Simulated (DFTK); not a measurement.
# ZrC (Fm-3m) in DFTK: a series of runs

One crystal, ZrC, is run at these levels: PBE; tasks: single point, equation of state.

Everything below comes from runs of DFTK 0.8.2. Logs are shortened: lines on timing, memory, paths and dates and some standing lists are left out, and cuts for length are marked.

## (1) The crystal as given

Symmetry: Fm-3m, No. 225, cubic system. The conventional cell has a = 4.730 Å, b = 4.730 Å, c = 4.730 Å, α = 90.00°, β = 90.00°, γ = 90.00°. Zr (site symmetry m-3m) has 6 C at 2.37 Å as nearest neighbours. C (site symmetry m-3m) has 6 Zr at 2.37 Å as nearest neighbours.

## (2) Single point, PBE, 12.43 Å³/atom (volume scaled by 0.94)

run.jl

```julia
using DFTK
using PseudoPotentialData
using Unitful, UnitfulAtomic
using LinearAlgebra, Printf
include("save.jl")
disable_threading()

# lattice vectors are the columns
lattice = austrip(1u"Å") * [           0.0          2.365          2.365;
                    2.365            0.0          2.365;
                    2.365          2.365            0.0]
symbols   = [:Zr, :C]
positions = [[0.5, 0.5, 0.5],
             [0.0, 0.0, 0.0]]
pseudopotentials = Dict(:C => "C.upf", :Zr => "Zr.upf")
elements = Dict(s => ElementPsp(s, pseudopotentials; rcut=10.0) for s in unique(symbols))
atoms    = [elements[s] for s in symbols]

build_model(lattice, positions; symmetries=true) =
    model_DFT(lattice, atoms, positions;
              functionals=PBE(),
              temperature=austrip(0.05u"eV"),
              smearing=Smearing.FermiDirac(),
              symmetries)
Ecut  = 45.0  # hartree
kgrid = [7, 7, 7]
tol   = 1e-6
to_GPa = ustrip(uconvert(u"GPa", 1u"hartree/bohr^3"))

results["points"] = []
for scale in [0.94, 0.96, 0.98, 1.0, 1.02, 1.04, 1.06]
    println("\n=== scale = ", scale)
    model = build_model(cbrt(scale) * lattice, positions)
    basis = PlaneWaveBasis(model; Ecut, kgrid)
    t0 = time()
    scfres = self_consistent_field(basis;
                                   tol,
                                   nbandsalg=AdaptiveBands(model; n_bands_converge=13))
    seconds = time() - t0
    @printf "SCF: %d iterations, %.1f s\n" scfres.n_iter seconds
    forces = compute_forces_cart(scfres)
    stress = compute_stresses_cart(scfres)
    @printf "V = %.5f Å^3  F = %.8f Ha  max force = %.5f eV/Å  p = %.4f GPa\n" ustrip(auconvert(u"Å^3", model.unit_cell_volume)) scfres.energies.total ustrip(auconvert(u"eV/Å", maximum(norm, forces))) (-tr(stress) / 3 * to_GPa)
    push!(results["points"], save_scf!(scfres; forces, stress, d=Dict{String,Any}("seconds" => seconds, "n_matvec" => get(scfres, :n_matvec, 0))))
end

# third-order Birch-Murnaghan fit in x = V^(-2/3)
V = [0.94, 0.96, 0.98, 1.0, 1.02, 1.04, 1.06] * abs(det(lattice))
E = [p["total"] for p in results["points"]]
x = V .^ (-2 / 3)
c = [x .^ 0 x x .^ 2 x .^ 3] \ E
Δ = c[3]^2 - 3c[2] * c[4]
if Δ > 0
    x0 = (-c[3] + sqrt(Δ)) / 3c[4]
    B0 = 4 / 9 * x0^(7 / 2) * (2c[3] + 6c[4] * x0)
    @printf "V0 = %.4f Å^3  B0 = %.2f GPa\n" ustrip(auconvert(u"Å^3", x0^(-3 / 2))) B0 * to_GPa
end
```

Potentials or basis: SG15 1.2 (PBE).

The run is started by

```sh
julia --threads=1 run.jl  # one pass of the loop, scale = 0.94; save.jl only writes the numbers to a file and isn't shown; printed stress counts tension as positive; times include loading and compiling
```

Standard output:

```text
=== scale = 0.94
n     Energy            log10(ΔE)   log10(Δρ)   Diag   Δtime
---   ---------------   ---------   ---------   ----   ------
  1   -53.02115001573                   -0.54    4.8    2.04s
  2   -53.19927570223       -0.75       -1.40    2.5    1.76s
  3   -53.20273819751       -2.46       -2.21    2.9    1.03s
  4   -53.20274763636       -5.03       -2.91    2.0    1.40s
  5   -53.20274848716       -6.07       -3.60    2.5    1.49s
  6   -53.20274853198       -7.35       -4.36    2.0    907ms
  7   -53.20274853287       -9.05       -4.80    2.8    1.61s
  8   -53.20274853292      -10.30       -5.46    1.4    1.37s
  9   -53.20274853293      -11.16       -5.82    2.0    827ms
 10   -53.20274853293      -12.21       -7.12    1.5    1.40s
SCF: 10 iterations, 14.0 s
V = 24.86860 Å^3  F = -53.20274853 Ha  max force = 0.00000 eV/Å  p = 11.7902 GPa
```

Run time: 14 s. Hardware: 1 thread of AMD EPYC 9R45 (Zen 5), shared host.

What came out:

- Free energy: -1447.7205 eV
- Pressure: 11.8 GPa
- Band gap on the k mesh: none (metal or under the smearing width)

## (3) Single point, PBE, 12.70 Å³/atom (volume scaled by 0.96)

run.jl is that of step 2.

Potentials or basis: SG15 1.2 (PBE).

The run is started by

```sh
julia --threads=1 run.jl  # one pass of the loop, scale = 0.96; save.jl only writes the numbers to a file and isn't shown; printed stress counts tension as positive; times include loading and compiling
```

Run time: 13 s. Hardware: 1 thread of AMD EPYC 9R45 (Zen 5), shared host.

Results (log left out):

* Free energy: -1447.7504 eV
* Pressure: 6.4 GPa
* Band gap on the k mesh: none (metal or under the smearing width)

## (4) Single point, PBE, 12.96 Å³/atom (volume scaled by 0.98)

run.jl is that of step 3.

The run is started by

```sh
julia --threads=1 run.jl  # one pass of the loop, scale = 0.98; save.jl only writes the numbers to a file and isn't shown; printed stress counts tension as positive; times include loading and compiling
```

It took 12 s on 1 thread of AMD EPYC 9R45 (Zen 5), shared host.

The run converged. Its results:

| Property | Result |
| --- | --- |
| Free energy | -1447.7633 eV |
| Pressure | 1.5 GPa |
| Band gap on the k mesh | none (metal or under the smearing width) |

## (5) Single point, PBE, 13.23 Å³/atom

run.jl is that of step 4.

The run is started by

```sh
julia --threads=1 run.jl  # one pass of the loop, scale = 1.0; save.jl only writes the numbers to a file and isn't shown; printed stress counts tension as positive; times include loading and compiling
```

It took 20 s on 1 thread of AMD EPYC 9R45 (Zen 5), shared host.

Results (log left out):

| Quantity | Value |
| --- | --- |
| Free energy | -1447.7609 eV |
| Pressure | -3.0 GPa |
| Band gap on the k mesh | none (metal or under the smearing width) |

## (6) Single point, PBE, 13.49 Å³/atom (volume scaled by 1.02)

run.jl is that of step 5.

Potentials or basis: SG15 1.2 (PBE).

The run is started by

```sh
julia --threads=1 run.jl  # one pass of the loop, scale = 1.02; save.jl only writes the numbers to a file and isn't shown; printed stress counts tension as positive; times include loading and compiling
```

Wall time 20 s (1 thread of AMD EPYC 9R45 (Zen 5), shared host).

It converged, with:

* Free energy: -1447.7445 eV
* Pressure: -6.9 GPa
* Band gap on the k mesh: none (metal or under the smearing width)

## (7) Single point, PBE, 13.76 Å³/atom (volume scaled by 1.04)

run.jl is that of step 6.

The run is started by

```sh
julia --threads=1 run.jl  # one pass of the loop, scale = 1.04; save.jl only writes the numbers to a file and isn't shown; printed stress counts tension as positive; times include loading and compiling
```

Wall time 20 s (1 thread of AMD EPYC 9R45 (Zen 5), shared host).

Results (log left out):

```yaml
Free_energy: -1447.7156 eV
Pressure: -10.5 GPa
Band_gap_on_the_k_mesh: none (metal or under the smearing width)
```

## (8) Single point, PBE, 14.02 Å³/atom (volume scaled by 1.06)

run.jl is that of step 7.

The run is started by

```sh
julia --threads=1 run.jl  # one pass of the loop, scale = 1.06; save.jl only writes the numbers to a file and isn't shown; printed stress counts tension as positive; times include loading and compiling
```

Wall time 20 s (1 thread of AMD EPYC 9R45 (Zen 5), shared host).

Results (log left out):

```
Free energy            : -1447.6755 eV
Pressure               : -13.8 GPa
Band gap on the k mesh : none (metal or under the smearing width)
```

## (9) Equation of state, PBE

Edit run.jl of step 8 so:

```diff
@@ -14,4 +14,4 @@
              [0.0, 0.0, 0.0]]
-pseudopotentials = Dict(:C => "C.upf", :Zr => "Zr.upf")
-elements = Dict(s => ElementPsp(s, pseudopotentials; rcut=10.0) for s in unique(symbols))
+pseudopotentials = PseudoFamily("cp2k.nc.sr.pbe.v0_1.largecore.gth")
+elements = Dict(s => ElementPsp(s, pseudopotentials) for s in unique(symbols))
 atoms    = [elements[s] for s in symbols]
@@ -24,3 +24,3 @@
               symmetries)
-Ecut  = 45.0  # hartree
+Ecut  = 80.0  # hartree
 kgrid = [7, 7, 7]
```

Potentials or basis: cp2k.nc.sr.pbe.v0_1.largecore.gth (PBE, GTH).

The run is started by

```sh
julia --threads=1 run.jl  # save.jl only writes the numbers to a file and isn't shown; printed stress counts tension as positive; times include loading and compiling
```

Standard output:

```text
=== scale = 0.94
n     Energy            log10(ΔE)   log10(Δρ)   Diag   Δtime
---   ---------------   ---------   ---------   ----   ------
  1   -52.65980591427                   -0.06    5.3    6.16s
  2   -52.82246387488       -0.79       -0.39    2.1    3.42s
  3   -52.88275031396       -1.22       -1.30    4.2    4.89s
  4   -52.88339389716       -3.19       -1.66    1.6    2.62s
  5   -52.88356839645       -3.76       -2.26    1.9    2.73s
  6   -52.88357960934       -4.95       -2.82    2.0    2.85s
  7   -52.88358057210       -6.02       -3.19    2.2    3.55s
  8   -52.88358079477       -6.65       -3.78    2.0    2.86s
  9   -52.88358080899       -7.85       -4.29    2.4    3.05s
 10   -52.88358081037       -8.86       -4.86    2.0    2.78s
[... 66 further cycles ...]
  4   -52.88150049274       -2.77       -1.69    2.2    3.27s
  5   -52.88164208721       -3.85       -2.25    2.0    2.79s
  6   -52.88164572782       -5.44       -2.35    2.1    2.80s
  7   -52.88165447094       -5.06       -2.82    2.0    2.79s
  8   -52.88165620268       -5.76       -3.72    2.0    3.38s
  9   -52.88165622894       -7.58       -3.89    3.0    3.52s
 10   -52.88165623760       -8.06       -4.37    1.8    2.61s
 11   -52.88165623872       -8.95       -5.05    2.5    3.03s
 12   -52.88165623876      -10.51       -5.41    2.0    2.90s
 13   -52.88165623877      -11.01       -6.09    2.1    2.89s
SCF: 13 iterations, 43.9 s
V = 28.04331 Å^3  F = -52.88165624 Ha  max force = 0.00000 eV/Å  p = -14.3541 GPa
V0 = 26.0543 Å^3  B0 = 221.78 GPa
```

Run time: 6.2 min. Hardware: 1 thread of AMD EPYC 9R45 (Zen 5), shared host; peak memory 1.9 GiB.

Results:

```
Equilibrium volume                      : 13.03 Å³/atom
Bulk modulus                            : 222 GPa
Pressure derivative of the bulk modulus : 4.1
```

Energy against volume, from the lowest point:
```csv
volume (Å³/atom),energy (meV/atom)
12.434,19.98
12.699,5.76
12.963,0.00
13.228,1.87
13.493,10.62
13.757,25.60
14.022,46.17
```

Caveat: GTH potentials come without recommended cutoffs, and this one wasn't checked for convergence.

## (10) For comparison

An earlier run on the cell as given: functional PBEsol; potentials or basis dojo.nc.sr.pbesol.v0_4_1.standard.upf (PBEsol); cutoff 1116 eV; k mesh 10 × 10 × 10; occupations fermi-dirac, width 0.05 eV; no spin polarisation.

- Pressure: -8.3 GPa
- Band gap on the k mesh: none (metal or under the smearing width)
